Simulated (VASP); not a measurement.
# As (R-3m) in VASP: settings compared, part 2 of 2

VASP 6.6.1. The steps go on from the part before.

## (4) Relaxation of cell and atoms, r2SCAN

Contents of INCAR:

```
PREC = Accurate ; ENCUT = 600
EDIFF = 1E-6 ; ISMEAR = 1
SIGMA = 0.1 ; LREAL = F
LASPH = T ; NELM = 80
ALGO = Normal ; ISIF = 3
LWAVE = F ; LCHARG = F
METAGGA = R2SCAN ; LMIXTAU = T
IBRION = 2 ; NSW = 90
EDIFFG = -0.01
```

Contents of KPOINTS:

```
regular mesh
0
Gamma
  12 12 12
```

Contents of POSCAR:

```
As
1.0
    1.8807968987      1.0858785957      3.5140619945
   -1.8807968987      1.0858785957      3.5140619945
    0.0000000000     -2.1717571915      3.5140619945
As
2
Direct
    0.7740000000      0.7740000000      0.7740000000
    0.2260000000      0.2260000000      0.2260000000
```

Potentials or basis: VASP PAW PBE potentials, release 64 (As).

Run with:

```bash
$ cat potpaw_PBE.64/As/POTCAR > POTCAR
$ mpirun -np 1 vasp_std > vasp.out
```

OUTCAR:

```text
PREC = Accurate
   ENCUT = 600
   EDIFF = 1E-6
   ISMEAR = 1
   LREAL = F
   LASPH = T
   NELM = 80
   ISIF = 3
   METAGGA = R2SCAN
   IBRION = 2
   NSW = 90
   EDIFFG = -0.01

 ion  position               nearest neighbor table
   1  0.774  0.774  0.774-   2 2.51   2 2.51   2 2.51
   2  0.226  0.226  0.226-   1 2.51   1 2.51   1 2.51

  LATTYP: Found a trigonal (rhomboedric) cell.
 ALAT       =     4.1310000000
 COS(alpha) =     0.5854247172

  Lattice vectors:

 A1 = (   1.8807968987,   1.0858785957,   3.5140619945)
 A2 = (  -1.8807968987,   1.0858785957,   3.5140619945)
 A3 = (   0.0000000000,  -2.1717571915,   3.5140619945)

Analysis of symmetry for initial positions (statically):
=====================================================================
 Subroutine PRICEL returns:
 Original cell was already a primitive cell.

 Routine SETGRP: Setting up the symmetry group for a
 trigonal (rhombohedral) supercell.

 Subroutine GETGRP returns: Found 12 space group operations
 (whereof 12 operations were pure point group operations)
 out of a pool of 12 trial point group operations.

The static configuration has the point symmetry D_3d.

Analysis of symmetry for dynamics (positions and initial velocities):
=====================================================================
 Subroutine PRICEL returns:
 Original cell was already a primitive cell.

 Routine SETGRP: Setting up the symmetry group for a
 trigonal (rhombohedral) supercell.

 Subroutine GETGRP returns: Found 12 space group operations
 (whereof 12 operations were pure point group operations)
 out of a pool of 12 trial point group operations.

The dynamic configuration has the point symmetry D_3d.

 Subroutine INISYM returns: Found 12 space group operations
 (whereof 12 operations are pure point group operations),
 and found     1 'primitive' translations

----------------------------------------------------------------------------------------
[... 115 lines left out ...]
  Fermi-wavevector in a.u.,A,eV,Ry     =   1.006268  1.901570 13.776916  1.012575
  Thomas-Fermi vector in A             =   2.138999
   LORBIT       =      0    0 simple, 1 ext, 2 COOP (PROOUT), +10 PAW based schemes
   METAGGA = R2SCAN    functional components
   LHFCALC =     F    Hartree Fock is set to
   AEXX    =    0.0000 exact exchange contribution
   IVDW    =     0    specifies the selected vdW correction
   LEPSILON=     F    determine dielectric tensor
   LRPA    =     F    only Hartree local field effects (RPA)
 conjugate gradient relaxation of ions
 non-spin polarized calculation
 Methfessel and Paxton  Order N= 1 SIGMA  =   0.10
  energy-cutoff  :      600.00
  volume of cell :       43.06
 maximum number of plane-waves:      1458
 NGX is ok and might be reduce to    36
   NGX = 17   NGY = 17   NGZ = 17

--------------------------------------- Ionic step        1  -------------------------------------------

 number of electron      10.0000000 magnetization

 Free energy of the ion-electron system (eV)
  ---------------------------------------------------
  ext. energy  EPLUGINS =         0.00000000
  ---------------------------------------------------
  free energy    TOTEN  =       -29.37695735 eV

  energy without entropy =      -29.37678053  energy(sigma->0) =      -29.37689841

------------------------ aborting loop because EDIFF is reached ----------------------------------------

  FORCE on cell =-STRESS in cart. coord.  units (eV):
  Direction    XX          YY          ZZ          XY          YZ          ZX
  --------------------------------------------------------------------------------------
  -------------------------------------------------------------------------------------
  Total        0.4943185      0.4943185      0.6304486      0.0000000     -0.0000000      0.0000000
  in kB       18.3921982     18.3921982     23.4572138      0.0000000     -0.0000000      0.0000000
  external PRESSURE =      20.0805367 kB  Pullay stress =       0.0000000 kB
[... 675 lines left out ...]
 k-point    24 :      -0.4167    0.1667    0.0000
  band No.  band energies     occupation
      1      -7.8478      2.00000
      2      -6.5406      2.00000
      3      -0.1286      2.00000
      4       1.0876      2.00000
      5       2.6916      2.00000
      6       5.6436     -0.00000
      7       6.4618     -0.00000
      8       8.0596      0.00000
      9      12.4899      0.00000

 [... further k-points ...]

[... ionic steps 4 to 23 ...]

--------------------------------------- Ionic step       24  -------------------------------------------

 number of electron      10.0000000 magnetization

------------------------ aborting loop because EDIFF is reached ----------------------------------------
[... 67 lines left out ...]
--------------------------------------- Ionic step       26  -------------------------------------------

 number of electron      10.0000000 magnetization

 Free energy of the ion-electron system (eV)
  ---------------------------------------------------
  ext. energy  EPLUGINS =         0.00000000
  ---------------------------------------------------
  free energy    TOTEN  =       -29.41689594 eV

  energy without entropy =      -29.41698668  energy(sigma->0) =      -29.41692619

 E-fermi :   2.7046     XC(G=0):  -8.8435

 val. band max:        2.6914802389   @ k =   0.5000   0.5000   0.5000
 cond. band min:       3.2482484495   @ k =   0.3333  -0.0000  -0.0000
 fundamental gap:      0.5567682107
 Fermi energy:         2.7045936422
[... 317 lines left out ...]
  FREE ENERGIE OF THE ION-ELECTRON SYSTEM (eV)
  ---------------------------------------------------
  free  energy   TOTEN  =       -29.4168959424 eV

  energy  without entropy=      -29.4169866761  energy(sigma->0) =      -29.41692619

 reached required accuracy - stopping structural energy minimisation
```

Wall time 84 min (1 thread of Intel Xeon Platinum 8259CL at 2.50GHz (Skylake/Cascade Lake), shared host); peak memory 0.3 GiB.

Results:

| Quantity | Value |
| --- | --- |
| Free energy | -29.4169 eV |
| Relaxed volume | 28.27 Å³/atom |
| Relaxed cell | a = 5.474 Å, b = 5.474 Å, c = 5.474 Å, α = 38.29°, β = 38.29°, γ = 38.29° |
| Space group after relaxing (to 0.05 Å) | R-3m (No. 166) |
| Energy gained by relaxing | 20.0 meV/atom |
| Ionic steps | 26 |
| Pressure after relaxing | 0.0 GPa |
| Band gap on the k mesh | 0.56 eV, indirect (least direct gap 1.19 eV) |

Forces in eV/Å, atoms in the order of the input:
```
As   0.000  0.000 -0.002
As   0.000  0.000  0.002
```

Step by step:
```tsv
step	energy change (eV)	largest force (eV/Å)	pressure (GPa)	volume (Å³)
1	0.0000	0.2086	2.01	43.06
2	-0.0028	0.2496	-1.36	44.76
3	-0.0070	0.0537	0.04	44.01
4	-0.0080	0.0533	0.06	44.11
5	-0.0103	0.0516	0.06	44.43
6	-0.0136	0.0411	0.14	45.06
7	-0.0166	0.0037	0.49	46.25
8	-0.0186	0.2087	1.57	48.40
9	-0.0191	0.1977	1.52	48.50
10	-0.0206	0.1639	1.36	48.77
11	-0.0233	0.0962	1.06	49.32
12	-0.0271	0.0513	0.45	50.41
13	-0.0276	0.3499	-0.54	52.57
14	-0.0286	0.2178	-0.16	51.65
15	-0.0285	0.1645	0.02	51.29
16	-0.0286	0.1855	-0.05	51.43
17	-0.0292	0.1875	-0.10	51.70
18	-0.0308	0.1837	-0.23	52.50
19	-0.0351	0.1679	-0.42	54.09
20	-0.0389	0.1229	-0.55	57.23
21	-0.0388	0.1261	-0.54	56.54
22	-0.0397	0.0791	0.23	56.61
23	-0.0399	0.0150	-0.01	56.59
24	-0.0399	0.0106	-0.03	56.59
25	-0.0399	0.0079	-0.04	56.59
26	-0.0399	0.0021	-0.02	56.54
```

Final structure:
```
CELL_PARAMETERS angstrom
1.79498 1.03633 5.06604
-1.79498 1.03633 5.06604
0.00000 -2.07266 5.06604
ATOMIC_POSITIONS crystal
As 0.78829 0.78829 0.78829
As 0.21171 0.21171 0.21171
```

Caveat: the volume moved by over 15 % at a fixed basis, so the end points are rough; the PAW data sets were made with another functional, which shifts forces and pressure a little; the volume moved by +31 % from the deposited cell, more than functionals usually miss. r2SCAN opens gaps a little over a GGA but as a rule still falls short of measured ones.

## (5) Relaxation of cell and atoms, r2SCAN

This run uses another cell than the first one, of 28.27 Å³/atom, 1.313 times its volume.

Contents of INCAR:

```
PREC = Accurate ; ENCUT = 600
EDIFF = 1E-7 ; ISMEAR = 1
SIGMA = 0.1 ; LREAL = F
LASPH = T ; NELM = 80
ALGO = Normal ; ISIF = 3
LWAVE = F ; LCHARG = F
METAGGA = R2SCAN ; LMIXTAU = T
IBRION = 2 ; NSW = 90
EDIFFG = -0.005
```

KPOINTS is that of step 4.

Contents of POSCAR:

```
As                                      
1.0
    1.7949756638      1.0363296826      5.0660414571
   -1.7949756638      1.0363296826      5.0660414571
   -0.0000000000     -2.0726593654      5.0660414571
  As            
     2
Direct
     0.7882900321749214    0.7882900321749214    0.7882900321749400
     0.2117099678250784    0.2117099678250784    0.2117099678250603
```

Run with:

```bash
$ cat potpaw_PBE.64/As/POTCAR > POTCAR
$ mpirun -np 1 vasp_std > vasp.out
```

Wall time 31 min (1 thread of Intel Xeon Platinum 8259CL at 2.50GHz (Skylake/Cascade Lake), shared host); peak memory 0.44 GiB.

The run converged. Its results:

* Free energy: -29.4197 eV
* Relaxed volume: 28.26 Å³/atom
* Relaxed cell: a = 5.475 Å, b = 5.475 Å, c = 5.475 Å, α = 38.27°, β = 38.27°, γ = 38.27°
* Space group after relaxing (to 0.05 Å): R-3m (No. 166)
* Energy gained by relaxing: 0.0 meV/atom
* Ionic steps: 2
* Pressure after relaxing: 0.0 GPa
* Band gap on the k mesh: 0.56 eV, indirect (least direct gap 1.20 eV)

Forces in eV/Å, atoms in the order of the input:
```
As   0.000  0.000  0.002
As   0.000  0.000 -0.002
```

Final structure:
```yaml
crystal:
  lattice:
    - [1.79449, 1.03605, 5.06747]
    - [-1.79449, 1.03605, 5.06747]
    - [0.00000, -2.07210, 5.06747]
  atoms:
    - { symbol: As, position: [0.78829, 0.78829, 0.78829] }
    - { symbol: As, position: [0.21171, 0.21171, 0.21171] }
```

Levels at points of the mesh, in eV from the valence-band top:
| k point | band 2 | band 3 | band 4 | band 5 | band 6 | band 7 | band 8 | band 9 |
| --- | --- | --- | --- | --- | --- | --- | --- | --- |
| (0.00, 0.00, 0.00) | -7.84 | -2.36 | -0.98 | -0.98 | 1.92 | 2.94 | 2.94 | 8.52 |
| (0.50, 0.00, 0.00) | -10.43 | -4.24 | -2.92 | -2.01 | 1.00 | 1.73 | 3.74 | 6.03 |
| (0.50, 0.50, 0.00) | -10.31 | -4.58 | -3.00 | -2.91 | 1.71 | 3.76 | 4.31 | 6.40 |
| (0.50, 0.50, 0.50) | -8.56 | -0.96 | -0.96 | 0.00 | 1.20 | 2.78 | 2.78 | 6.68 |

Caveat: the PAW data sets were made with another functional, which shifts forces and pressure a little. A k mesh can miss the band edges.

## (6) Relaxation of cell and atoms, PBE

Contents of INCAR:

```
PREC     = Accurate       # precision mode
ENCUT    = 300            # plane-wave cutoff, eV
EDIFF    = 1E-6           # SCF threshold, eV
ISMEAR   = 1              # smearing method
SIGMA    = 0.1            # smearing width, eV
LREAL    = F              # projectors in reciprocal space
LASPH    = T              # aspherical terms in the spheres
NELM     = 80             # most SCF steps
ALGO     = Normal         # electronic algorithm
ISIF     = 3              # what is computed and relaxed
LWAVE    = F              # write WAVECAR
LCHARG   = F              # write CHGCAR
GGA      = PE             # functional
IBRION   = 2              # ionic algorithm
NSW      = 90             # ionic steps
EDIFFG   = -0.01          # ionic threshold
```

Contents of KPOINTS:

```
regular mesh
0
Gamma
  6 6 6
```

Contents of POSCAR:

```
As
1.0
    1.8807968987      1.0858785957      3.5140619945
   -1.8807968987      1.0858785957      3.5140619945
    0.0000000000     -2.1717571915      3.5140619945
As
2
Direct
    0.7740000000      0.7740000000      0.7740000000
    0.2260000000      0.2260000000      0.2260000000
```

Potentials or basis: VASP PAW PBE potentials, release 64 (As).

Run with:

```bash
$ cat potpaw_PBE.64/As/POTCAR > POTCAR
$ mpirun -np 1 vasp_std > vasp.out
```

Wall time 16 s (1 thread of AMD EPYC 9R45 (Zen 5), shared host); peak memory 0.1 GiB.

The run converged. Its results:

```yaml
Free_energy: -9.3801 eV
Relaxed_volume: 22.51 Å³/atom
Relaxed_cell: a = 4.180 Å, b = 4.180 Å, c = 4.180 Å, α = 54.49°, β = 54.49°, γ = 54.49°
Space_group_after_relaxing_to_0.05_Å: R-3m (No. 166)
Energy_gained_by_relaxing: 13.0 meV/atom
Ionic_steps: 7
Pressure_after_relaxing: 0.0 GPa
Largest_force_after_relaxing: 0.007 eV/Å
Band_gap_on_the_k_mesh: none (metal or under the smearing width)
```

Forces on the atoms (eV/Å):
```
As   0.000  0.000  0.007
As   0.000  0.000 -0.007
```

Step by step:
```csv
step,energy change (eV),largest force (eV/Å),pressure (GPa),volume (Å³)
1,0.0000,0.3874,3.92,43.06
2,-0.0097,0.3681,-2.56,46.42
3,-0.0258,0.0552,0.07,44.88
4,-0.0258,0.0470,0.13,44.85
5,-0.0260,0.0121,0.09,44.92
6,-0.0261,0.0052,0.07,44.95
7,-0.0261,0.0066,-0.04,45.02
```

Final structure:
```
As
1.0
     1.91366    1.10485    3.54844
    -1.91366    1.10485    3.54844
     0.00000   -2.20970    3.54844
As
2
Direct
  0.77333 0.77333 0.77333
  0.22667 0.22667 0.22667
```

Levels at points of the mesh, in eV from the Fermi level:
```
           k point  band 2  band 3  band 4  band 5  band 6  band 7  band 8  band 9
(0.00, 0.00, 0.00)   -5.93   -2.24   -1.86   -1.86    1.75    2.93    2.93    6.92
(0.50, 0.00, 0.00)  -10.81   -2.60   -2.54   -0.31   -0.23    0.53    1.45    9.04
(0.50, 0.50, 0.00)   -9.51   -5.66   -3.90   -3.85    1.70    5.30    6.72    7.02
(0.50, 0.50, 0.50)   -9.72   -1.60   -1.60   -0.65    0.85    0.85    1.73    8.08
```

PBE usually gives volumes a little too large and moduli too small. Zero-point motion and thermal expansion aren't in these numbers.

## (7) Overview

| level | k mesh | cutoff (eV) | gap on the mesh (eV) | pressure (GPa) | relaxed volume (Å³/atom) |
| --- | --- | --- | --- | --- | --- |
| optB86b-vdW | 12 × 12 × 12 | 600 | none | 0.0 | - |
| r2SCAN | 12 × 12 × 12 | 600 | 0.56 | 0.0 | 28.26 |
| PBE | 6 × 6 × 6 | 300 | none | 0.0 | 22.51 |

Alike in all rows: task relaxation of cell and atoms; potentials or basis VASP PAW PBE potentials, release 64 (As); no spin polarisation; cell relaxed; smearing methfessel-paxton 0.1 eV.

Caveats: the PAW data sets were made with another functional, which shifts forces and pressure a little (some runs); the relaxation stopped at its first step, so nothing moved (some runs).

Absolute energies hang on the potentials; compare differences alone.
